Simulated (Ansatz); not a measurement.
Nuclear-site quantities of Se as the cell is scaled

```yaml
crystal:
  lattice:
    - [3.68380, 0.00000, 0.00000]
    - [-1.84190, 3.19026, 0.00000]
    - [0.00000, 0.00000, 3.81281]
  atoms:
    - { symbol: Se, position: [0.33333, 0.66667, 0.25000] }
    - { symbol: Se, position: [0.66667, 0.33333, 0.75000] }
```

Atom numbers follow the list: Se1, Se2.

The structure comes from a relaxation in the same program, started in the hcp type, and has space group P6_3/mmc. Whether it is a known phase or the ground state wasn't checked.

Level of theory: DFT, PBE, all-electron PAW with datasets made for the crystal, scalar-relativistic in Ansatz 0.2.0.

Settings: a Γ-centred 19×19×10 k mesh, Fermi–Dirac smearing of 0.03 eV, cutoff 180 eV (chosen by the program for this cell), no spin polarisation.

The contact density is the mean electron density over the nuclear volume; its changes follow the s electrons' response to bonding and compression. Changes below are taken from the unscaled cell, where it is 262987 e/Å³ at Se1.

```csv
V/V(cell),P (GPa),Δρ(0) Se1 (e/Å³)
0.9405,4.7,?
1.0000,0.0,0.00
1.0600,-3.4,?
```

(1) Fill in "Δρ(0) Se1 (e/Å³)" for the row "0.9405".

(2) What belongs in the row "1.0600", column "Δρ(0) Se1 (e/Å³)"?

The datasets are made afresh for each cell, so very small changes are uncertain.

Answers

(1) 0.32.

(2) -0.37.
